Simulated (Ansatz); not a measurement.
# EuS (Fm-3m) in Ansatz: further runs

One crystal, EuS, is run at these levels: PBE0; tasks: single point, equation of state.

Program: Ansatz 0.2.0. These are calculated values, not measurements. Logs are shortened: lines on timing, memory, paths and dates and some standing lists are left out, and cuts for length are marked.

**Experimental background.**

“Crystal-field mediated electronic transitions of EuS up to 35 GPa”, 2022, pmc:8786971 quotes, for a bulk crystal of EuS: bulk modulus 61.5 ± 0.5 GPa.

How close the calculation comes is told below.

## 1. The crystal as given

The structure is cubic, space group Fm-3m (No. 225). Conventional cell: a = 5.957 Å, b = 5.957 Å, c = 5.957 Å, α = 90.00°, β = 90.00°, γ = 90.00°. Eu (site symmetry m-3m) is surrounded by 6 S at 2.98 Å. Around S (site symmetry m-3m) lie 6 Eu at 2.98 Å.

## 2. Single point, PBE0, collinear spin, ferromagnetic start, 24.84 Å³/atom (volume scaled by 0.94)

File input:

```
crystal:
  lattice:
    - [0.0, 2.9176972248, 2.9176972248]
    - [2.9176972248, 0.0, 2.9176972248]
    - [2.9176972248, 2.9176972248, 0.0]
  atoms:
    - { symbol: Eu, position: [0.0, 0.0, 0.0], spin: 7.0 }
    - { symbol: S, position: [0.5, 0.5, 0.5] }
hamiltonian:
  xc: pbe0
  pseudopotentials: { kind: paw }
magnetization:
  spin_polarized: true
kpoints:
  mp_grid: { grid: [6, 6, 6] }
scf:
  occupations: { method: fermi_dirac, width: 0.05 }
output:
  forces: true
  stress: true
  eigenvalues: true
```

Potentials or basis: Ansatz PAW.

Standard output:

```text
[... 2 lines left out ...]
GPUs: using 1 of 1 available (devices: 1).
Engine: ansatz 0.2.0, x86_64-unknown-linux-gnu
Pseudopotentials: kind: paw
Pseudopotential: Eu, paw, valence charge 17, recommended cutoff 420 eV (normal), Eu.paw.azcp
Pseudopotential: S, paw, valence charge 6, recommended cutoff 420 eV (normal), S.paw.azcp
Functional definition: PBE0
  parameter a = 0.25
  parameter kappa = 0.804
  parameter beta = 0.06672455060314922
  exchange = (1 - a)*pbe_x(kappa = kappa, mu = beta*pi^2/3) + a*exact_x
  correlation = pbe_c(beta = beta)
device memory: the entry about to start is reckoned to put 0.9 GiB on a device that reports 38.1 GiB free (of which the cap on the GPU budget leaves the run 18.0 GiB)
GPU FFT provider: cuFFT
GPU libraries: cuBLAS 13.8.2, cuFFT 12.4.0, cuSOLVER 12.3.4
Crystal: 2 atoms, lattice volume = 49.676 Å³
Basis set: ecut = 420 eV, 941 PW (Γ), exchange–correlation on 60×60×60 points (8 copies of the dense FFT grid, shifted against one another)
Bands: 19, of which v1, the nominal top of the filled ones, is band 12 counted from 1 (11 counted from 0)
Symmetry: 48 space group operations
Space group: Fm-3m (ITA 225), of the structure as read, at distance tolerance 3.7e-5 Å
Magnetic group: BNS 225.116 (UNI 1618), of the structure as read, at distance tolerance 3.7e-5 Å
k-points: 16 of 216
Non-local potential: Eu, projectors of the file, l = 0: 3, l = 1: 2, l = 2: 2, l = 3: 3
Non-local potential: S, projectors of the file, l = 0: 2, l = 1: 2, l = 2: 2
PAW form: soft (Blöchl's): semilocal exchange-correlation on the pseudo side does not see the compensation charge
PAW frozen core: Eu, regenerated for the run's functional, and the local potential with it (the file was generated under x = pbe(κ = 0.804, μ = 0.2195149727645171), c = pbe(β = 0.06672455060314922))
PAW frozen core: S, regenerated for the run's functional, and the local potential with it (the file was generated under x = pbe(κ = 0.804, μ = 0.2195149727645171), c = pbe(β = 0.06672455060314922))
PAW one-centre angular grid: Eu, 590 points (default); XC on 64 Gauss nodes
PAW one-centre angular grid: S, 110 points (default); XC on 64 Gauss nodes
Initial density: superposition of atomic densities (chi_scale 0.1, normalization cell)
Starting moments: Σ|m| = 7 μB on 1 of 2 sites
Initial wavefunctions: pseudopotential atomic-orbital guess
GPU buffer pool allocated for 27000 grid points (all kernels)
GPU transforms: local potential and band sums: pruned to the plane-wave sphere, on 27×27×27
Functional: x = pbe(κ = 0.804, μ = 0.2195149727645171), c = pbe(β = 0.06672455060314922), warm-up for x = 0.75 pbe(κ = 0.804, μ = 0.2195149727645171) + 0.25 exact, c = pbe(β = 0.06672455060314922)
iter 1 solved again at ethr=1.14e-2 eV; its pass at ethr=1.00e-1 eV (dr2=2.63e0 eV) is discarded
SCF iter   1: F=—  HF=-9670.822517 eV  |F-HF|=—  |Δ(HF+E_count)|=         —  Δρ=2.85e-1 (↑2.85e-1 ↓2.19e-1)  dr2=2.61e0  dr2_m=2.88e1  M=7.000 μB ∫|m|=7.240 μB  β_m=1.00  ethr=1.14e-2  ⟨swp⟩=2.6  Hψ=2738  notcnv=0
preconditioner: auto → none  [insulator: Δε(μ)=0.368 eV  Ē_g=11.052 eV  σ=0.050 eV  W_gap=0.54  n_scr=14 (ndim 8)  ℏωp=24.1 eV  f_vac=0.000  D(μ)=0.20/eV (n_scr^D=0)]
SCF iter   2: F=—  HF=-9664.448069 eV  |F-HF|=—  |Δ(HF+E_count)|=    6.37e0  Δρ=2.42e-2 (↑2.33e-2 ↓2.42e-2)  dr2=1.05e0  dr2_m=1.64e-2  M=6.715 μB ∫|m|=6.870 μB  β_m=0.30  ethr=1.14e-2  ⟨swp⟩=4.7  Hψ=1852  notcnv=0  defer=1
preconditioner: auto → Kerker (q_TF=auto, 2.400 Å⁻¹)  [metal: Δε(μ)=0.129 eV  Ē_g=11.171 eV  σ=0.050 eV  W_gap=0.45  n_scr=14 (ndim 8)  ℏωp=24.1 eV  f_vac=0.000  D(μ)=3.13/eV (n_scr^D=26)]
spin=Collinear: Kerker preconditioning applied to the charge; magnetization (m = ρ↑ − ρ↓) channel mixes plain (no charge-response kernel on spin).
SCF iter   3: F=—  HF=-9668.106287 eV  |F-HF|=—  |Δ(HF+E_count)|=    3.66e0  Δρ=4.28e-2 (↑4.28e-2 ↓1.33e-2)  dr2=5.51e-1  dr2_m=3.14e-1  M=6.996 μB ∫|m|=7.150 μB  β_m=1.00  ethr=4.58e-3  ⟨swp⟩=3.8  Hψ=1461  notcnv=0  defer=2
SCF iter   4: F=—  HF=-9670.123451 eV  |F-HF|=—  |Δ(HF+E_count)|=    2.02e0  Δρ=3.38e-2 (↑3.38e-2 ↓3.82e-3)  dr2=4.68e-1  dr2_m=1.44e-1  M=6.784 μB ∫|m|=6.906 μB  β_m=0.30  ethr=2.39e-3  ⟨swp⟩=4.7  Hψ=1732  notcnv=0
SCF iter   5: F=—  HF=-9671.624718 eV  |F-HF|=—  |Δ(HF+E_count)|=    1.50e0  Δρ=1.40e-2 (↑1.40e-2 ↓5.27e-3)  dr2=1.26e-1  dr2_m=1.55e-2  M=6.975 μB ∫|m|=7.106 μB  β_m=1.00  ethr=2.04e-3  ⟨swp⟩=4.4  Hψ=1531  notcnv=0
[... 85 lines left out ...]
SCF iter   7: F=—  HF=-9674.559735 eV  |F-HF|=—  |Δ(HF+E_count)|=   6.62e-7  Δρ=4.86e-6 (↑4.86e-6 ↓3.04e-6)  dr2=1.27e-8  dr2_m=6.45e-9  M=7.000 μB ∫|m|=7.125 μB  β_m=0.83  ethr=8.05e-12  ⟨swp⟩=6.9  Hψ=2475  notcnv=0  defer=13
SCF iter   8: F=-9674.559735 eV  HF=-9674.559735 eV  |F-HF|=1.15e-10  |Δ(HF+E_count)|=   4.90e-9  Δρ=5.87e-7 (↑5.87e-7 ↓2.31e-7)  dr2=1.00e-8  dr2_m=3.66e-11  M=7.000 μB ∫|m|=7.125 μB  ethr=8.05e-12  ⟨swp⟩=4.2  Hψ=1237  notcnv=0
SCF 5 converged in 8 iterations: F = -9674.559735 eV  dr2 = 1.00e-8
  Residual-converged pass: ⟨swp⟩=2.9  Hψ=1204  notcnv=0  max |occ|·‖R‖ = 2.4e-6 eV (tolerance 2.4e-6 eV)  dr2=1.01e-8  dr2_m=4.38e-11  dr2_onsite=1.07e-10  max |Δocc| = 4.4e-16
hybrid outer 4: dexx = +5.939e-6 eV, tail = 3.18e-7 eV, Δε = 1.31e-2 eV (about 1.51e-3 eV left of the loop's levels)
GPU FFT provider: cuFFT
GPU libraries: cuBLAS 13.8.2, cuFFT 12.4.0, cuSOLVER 12.3.4
GPU buffer pool allocated for 27000 grid points (all kernels)
GPU transforms: local potential and band sums: pruned to the plane-wave sphere, on 27×27×27
Exchange kernel: α = 0.2500, full range, Wigner–Seitz truncation, v(0) = 16864.8214 eV·Å³, q-mesh 6×6×6, nearest image of the exchange supercell L = 24.76 Å, pair-density grid 15×15×15, without the augmentation charges, whose exchange is taken in its separable form by FFT convolution over the k-point mesh (sized by the pseudopotential files, 24×24×24 at the most), smooth part of the exact exchange by density-matrix convolution in up to 3.79 GiB of GPU memory as planned if the GPU has room (build and FFT work areas not counted)
Frozen-core exchange: fock
[... 3 lines left out ...]
SCF 6 converged in 2 iterations: F = -9674.559735 eV  dr2 = 8.24e-10
  Residual-converged pass: ⟨swp⟩=2.4  Hψ=809  notcnv=0  max |occ|·‖R‖ = 2.4e-6 eV (tolerance 2.4e-6 eV)  dr2=8.28e-10  dr2_m=4.36e-11  dr2_onsite=8.21e-11  max |Δocc| = 1.1e-17
hybrid outer 5: dexx = +2.567e-9 eV, tail = 1.92e-9 eV, Δε = 1.81e-4 eV (about 6.56e-5 eV left of the loop's levels), ΔF = 1.00e-27 eV/Å (tail inf)
this state was not tested for a lower state beside it, because the functional holds exact exchange (a hybrid, or Hartree-Fock), whose exchange loop this test does not read (fock_operator); the stability check (scf.self_checks: high) cannot read this state: a pseudopotential is PAW: the check reads norm-conserving sets alone
hybrid SCF converged: 5 outer / 26 inner (+19 warm-up), last move |dexx| = 2.57e-9 eV, tail = 1.92e-9 eV
Magnetization: 7.0000 μB (15.0000 up, 8.0000 down)
Absolute magnetization: 7.1248 μB (∫|ρ↑−ρ↓|, with the PAW one-centre terms)
Spin contamination: 0.0092 ħ² per cell (⟨S²⟩ above its minimum at these occupations)
Per-site moments (μB) at R_I (Å): [(6.865496043466709, 1.20355010523), (-0.058831405547109396, 1.20355010523)]
Free energy (F): -9674.559735 eV
Frozen-core exchange: fock
Harris-Foulkes:  -9674.559735 eV  (|F-HF|=9.82e-11)
Internal energy: -9674.559734 eV  (E = F + TS)
E sigma→0 (E₀):  -9674.559734 eV
Entropy (-TS):   -0.000001 eV (-0.000 meV/atom)
Fermi energy:    10.262193 eV
--- Per-component energies (eV) ---
  E_band       = -26.592334
  E_kinetic    = 457.611436
  E_local      = -2100.718353  (includes V_loc(G=0)·N_el)
  E_nonlocal   = 510.201024
  E_hartree    = 839.835607
  E_xc         = -212.125487
  E_vxc        = -225.002589  (∫ρ·V_xc dr)
  E_exx        = -73.385046  (= α·E_x^exact, valence–valence)
  E_paw        = -6983.373090  (= ΣΔE_a)
  E_vpaw       = -201.585454  (= ΣTr[D̂ρ^β])
  E_aug_tail   = 0.000002  (compensation charges beyond the density's cutoff)
  E_ewald      = -2112.774635
  E_core_change = 0.168808  (= ΣΔE_core)
  E_smearing   = -0.000001  (= −TS)
  E_closure    = -0.000000  (closes the sum)
  Σ components = -9674.559735   (vs F -9674.559735, Δ=0.00e0)
--- Forces (eV/Å), atoms counted from 1 ---
  atom   1  Eu     0.00000000    -0.00000000    -0.00000000
  atom   2  S      0.00000000     0.00000000     0.00000000
  max |Σ_I F_I| component: 1.62e-27 eV/Å
--- Stress (GPa, compression-positive) ---
        4.081252       0.000000       0.000000
        0.000000       4.081252      -0.000000
       -0.000000       0.000000       4.081252
  P = ⅓ Tr σ = 4.0813 GPa (40.813 kbar)
--- Band table (eV; the first three rows and the last of 32) ---
  k-point 0 ↑: bands = ["-32.8621", "-10.4787", "-10.4787", "-10.4787", "-4.7489", "7.0832", "7.0832", "7.0832", "8.9536", "9.1439", "9.1439", "9.1439", "9.7740", "9.7740", "9.7740", "13.0648", "13.0648", "13.0648", "13.1738"]
  k-point 1 ↑: bands = ["-32.8565", "-10.6333", "-10.4863", "-10.4863", "-4.4527", "6.2489", "6.7855", "6.7855", "8.9632", "9.0962", "9.0962", "9.1437", "9.4033", "9.4564", "9.4564", "13.2288", "13.6428", "13.6428", "14.5317"]
  k-point 2 ↑: bands = ["-32.8453", "-10.9123", "-10.5013", "-10.5013", "-3.8577", "4.8677", "6.2295", "6.2295", "8.9766", "9.0191", "9.0191", "9.1437", "9.1711", "9.1759", "9.1759", "13.9191", "15.0533", "15.0533", "16.2908"]
  k-point 15 ↓: bands = ["-29.4881", "-8.3524", "-8.2414", "-8.1998", "-4.0383", "6.1204", "6.2684", "6.6482", "12.8884", "15.9497", "16.6156", "17.7132", "18.8753", "19.0169", "19.7600", "20.0525", "20.4199", "20.4896", "20.5214"]
```

Run time: 52 s. Hardware: 1 × NVIDIA H100 80GB HBM3 with 2 threads of AMD EPYC 7R13 (Zen 3), shared host; peak memory 2.4 GiB.

What came out:

```
Free energy            : -9674.5597 eV
Pressure               : 4.1 GPa
Band gap on the k mesh : 0.97 eV, indirect (least direct gap 1.25 eV)
Net moment             : 7.00 μB per cell
Absolute moment        : 7.12 μB per cell
Site moments           : Eu +6.87; S -0.06 μB
```

Caveat: the magnetic or orbital state may not be the lowest; spin-orbit coupling is left out, which moves the levels of the heavy elements; a cell with one magnetic atom can't hold antiferromagnetic order, which such compounds often take; the PAW data sets come from PBE, with cores solved anew for the run's functional, which leaves a small shift of forces and pressure; the thresholds are loose for stress.

## 3. Single point, PBE0, collinear spin, ferromagnetic start, 25.37 Å³/atom (volume scaled by 0.96)

Changes to input since step 2:

```diff
@@ -2,5 +2,5 @@
   lattice:
-    - [0.0, 2.9176972248, 2.9176972248]
-    - [2.9176972248, 0.0, 2.9176972248]
-    - [2.9176972248, 2.9176972248, 0.0]
+    - [0.0, 2.9382450654, 2.9382450654]
+    - [2.9382450654, 0.0, 2.9382450654]
+    - [2.9382450654, 2.9382450654, 0.0]
   atoms:
@@ -21 +21,5 @@
   eigenvalues: true
+  write_density: true
+  write_potential: true
+  elf: true
+  volumetric_format: npy
```

Potentials or basis: Ansatz PAW.

It took 82 s on 1 × NVIDIA H100 80GB HBM3 with 2 threads of AMD EPYC 7R13 (Zen 3), shared host; peak memory 2.5 GiB.

It converged, with:

| Quantity | Value |
| --- | --- |
| Free energy | -9674.5821 eV |
| Pressure | 2.7 GPa |
| Band gap on the k mesh | 1.11 eV, indirect (least direct gap 1.38 eV) |
| Net moment | 7.00 μB per cell |
| Absolute moment | 7.12 μB per cell |
| Site moments | Eu +6.87; S -0.06 μB |

Caveat: the magnetic or orbital state may not be the lowest; spin-orbit coupling is left out, which moves the levels of the heavy elements; a cell with one magnetic atom can't hold antiferromagnetic order, which such compounds often take; the PAW data sets come from PBE, with cores solved anew for the run's functional, which leaves a small shift of forces and pressure; the thresholds are loose for stress.

## 4. Single point, PBE0, collinear spin, ferromagnetic start, 25.90 Å³/atom (volume scaled by 0.98)

File input:

```
crystal:
  lattice:
    - [0.0, 2.9585094648, 2.9585094648]
    - [2.9585094648, 0.0, 2.9585094648]
    - [2.9585094648, 2.9585094648, 0.0]
  atoms:
    - { symbol: Eu, position: [0.0, 0.0, 0.0], spin: 7.0 }
    - { symbol: S, position: [0.5, 0.5, 0.5] }
hamiltonian:
  xc: pbe0
  pseudopotentials: { kind: paw }
magnetization:
  spin_polarized: true
kpoints:
  mp_grid: { grid: [6, 6, 6] }
scf:
  occupations: { method: fermi_dirac, width: 0.05 }
output:
  forces: true
  stress: true
  eigenvalues: true
```

It took 57 s on 1 × NVIDIA H100 80GB HBM3 with 2 threads of AMD EPYC 7R13 (Zen 3), shared host; peak memory 2.4 GiB.

It converged, with:

```
Free energy            : -9674.5959 eV
Pressure               : 1.5 GPa
Band gap on the k mesh : 1.24 eV, indirect (least direct gap 1.51 eV)
Net moment             : 7.00 μB per cell
Absolute moment        : 7.12 μB per cell
Site moments           : Eu +6.88; S -0.06 μB
```

Caveat: the magnetic or orbital state may not be the lowest; spin-orbit coupling is left out, which moves the levels of the heavy elements; a cell with one magnetic atom can't hold antiferromagnetic order, which such compounds often take; the PAW data sets come from PBE, with cores solved anew for the run's functional, which leaves a small shift of forces and pressure; the thresholds are loose for stress.

## 5. Single point, PBE0, collinear spin, ferromagnetic start, 26.42 Å³/atom

Changes to input since step 4:

```diff
@@ -2,5 +2,5 @@
   lattice:
-    - [0.0, 2.9585094648, 2.9585094648]
-    - [2.9585094648, 0.0, 2.9585094648]
-    - [2.9585094648, 2.9585094648, 0.0]
+    - [0.0, 2.9785, 2.9785]
+    - [2.9785, 0.0, 2.9785]
+    - [2.9785, 2.9785, 0.0]
   atoms:
```

It took 53 s on 1 × NVIDIA H100 80GB HBM3 with 2 threads of AMD EPYC 7R13 (Zen 3), shared host; peak memory 2.4 GiB.

It converged, with:

| Property | Result |
| --- | --- |
| Free energy | -9674.6020 eV |
| Pressure | 0.4 GPa |
| Band gap on the k mesh | 1.37 eV, indirect (least direct gap 1.62 eV) |
| Net moment | 7.00 μB per cell |
| Absolute moment | 7.12 μB per cell |
| Site moments | Eu +6.89; S -0.06 μB |

Caveat: the magnetic or orbital state may not be the lowest; spin-orbit coupling is left out, which moves the levels of the heavy elements; a cell with one magnetic atom can't hold antiferromagnetic order, which such compounds often take; the PAW data sets come from PBE, with cores solved anew for the run's functional, which leaves a small shift of forces and pressure; the thresholds are loose for stress.

## 6. Single point, PBE0, collinear spin, ferromagnetic start, 26.95 Å³/atom (volume scaled by 1.02)

Changes to input since step 5:

```diff
@@ -2,5 +2,5 @@
   lattice:
-    - [0.0, 2.9785, 2.9785]
-    - [2.9785, 0.0, 2.9785]
-    - [2.9785, 2.9785, 0.0]
+    - [0.0, 2.9982257404, 2.9982257404]
+    - [2.9982257404, 0.0, 2.9982257404]
+    - [2.9982257404, 2.9982257404, 0.0]
   atoms:
```

Potentials or basis: Ansatz PAW.

It took 42 s on 1 × NVIDIA H100 80GB HBM3 with 2 threads of AMD EPYC 7R13 (Zen 3), shared host; peak memory 2.5 GiB.

Results (log left out):

```yaml
Free_energy: -9674.6012 eV
Pressure: -0.6 GPa
Band_gap_on_the_k_mesh: 1.49 eV, indirect (least direct gap 1.74 eV)
Net_moment: 7.00 μB per cell
Absolute_moment: 7.12 μB per cell
Site_moments: Eu +6.90; S -0.06 μB
```

Caveat: the magnetic or orbital state may not be the lowest; spin-orbit coupling is left out, which moves the levels of the heavy elements; a cell with one magnetic atom can't hold antiferromagnetic order, which such compounds often take; the PAW data sets come from PBE, with cores solved anew for the run's functional, which leaves a small shift of forces and pressure; the thresholds are loose for stress.

## 7. Single point, PBE0, collinear spin, ferromagnetic start, 27.48 Å³/atom (volume scaled by 1.04)

Changes to input since step 6:

```diff
@@ -2,5 +2,5 @@
   lattice:
-    - [0.0, 2.9982257404, 2.9982257404]
-    - [2.9982257404, 0.0, 2.9982257404]
-    - [2.9982257404, 2.9982257404, 0.0]
+    - [0.0, 3.0176952843, 3.0176952843]
+    - [3.0176952843, 0.0, 3.0176952843]
+    - [3.0176952843, 3.0176952843, 0.0]
   atoms:
```

It took 41 s on 1 × NVIDIA H100 80GB HBM3 with 2 threads of AMD EPYC 7R13 (Zen 3), shared host; peak memory 2.5 GiB.

Results (log left out):

```yaml
Free_energy: -9674.5941 eV
Pressure: -1.5 GPa
Band_gap_on_the_k_mesh: 1.61 eV, indirect (least direct gap 1.85 eV)
Net_moment: 7.00 μB per cell
Absolute_moment: 7.12 μB per cell
Site_moments: Eu +6.90; S -0.06 μB
```

Caveat: the magnetic or orbital state may not be the lowest; spin-orbit coupling is left out, which moves the levels of the heavy elements; a cell with one magnetic atom can't hold antiferromagnetic order, which such compounds often take; the PAW data sets come from PBE, with cores solved anew for the run's functional, which leaves a small shift of forces and pressure; the thresholds are loose for stress.

## 8. Single point, PBE0, collinear spin, ferromagnetic start, 28.01 Å³/atom (volume scaled by 1.06)

Changes to input since step 7:

```diff
@@ -2,5 +2,5 @@
   lattice:
-    - [0.0, 3.0176952843, 3.0176952843]
-    - [3.0176952843, 0.0, 3.0176952843]
-    - [3.0176952843, 3.0176952843, 0.0]
+    - [0.0, 3.0369167916, 3.0369167916]
+    - [3.0369167916, 0.0, 3.0369167916]
+    - [3.0369167916, 3.0369167916, 0.0]
   atoms:
```

Run time: 40 s. Hardware: 1 × NVIDIA H100 80GB HBM3 with 2 threads of AMD EPYC 7R13 (Zen 3), shared host; peak memory 2.5 GiB.

It converged, with:

```yaml
Free_energy: -9674.5812 eV
Pressure: -2.4 GPa
Band_gap_on_the_k_mesh: 1.72 eV, indirect (least direct gap 1.96 eV)
Net_moment: 7.00 μB per cell
Absolute_moment: 7.12 μB per cell
Site_moments: Eu +6.91; S -0.06 μB
```

Caveat: the magnetic or orbital state may not be the lowest; spin-orbit coupling is left out, which moves the levels of the heavy elements; a cell with one magnetic atom can't hold antiferromagnetic order, which such compounds often take; the PAW data sets come from PBE, with cores solved anew for the run's functional, which leaves a small shift of forces and pressure; the thresholds are loose for stress.

## 9. Equation of state, PBE0, collinear spin, ferromagnetic start

Potentials or basis: Ansatz PAW.

This step only gathers the single runs of the series.

What came out:

```yaml
Equilibrium_volume: 26.62 Å³/atom
Bulk_modulus: 51 GPa
Pressure_derivative_of_the_bulk_modulus: 3.9
```

Energy against volume, from the lowest point:
```csv
volume (Å³/atom),energy (meV/atom)
24.838,21.15
25.367,9.99
25.895,3.09
26.424,0.00
26.952,0.41
27.481,3.98
28.009,10.42
```

Caveat: the magnetic or orbital state may not be the lowest; the PAW data sets were made with another functional, which shifts forces and pressure a little; spin-orbit coupling is left out, which moves the levels of the heavy elements.

## 10. How close it comes

Step 9. Measured bulk modulus of EuS: 61.5 GPa (quoted in “Crystal-field mediated electronic transitions of EuS up to 35 GPa”, 2022, pmc:8786971). This calculation gives 51 GPa (-16.6 %). The fit is for a static lattice scaled at fixed shape and fixed fractional positions.
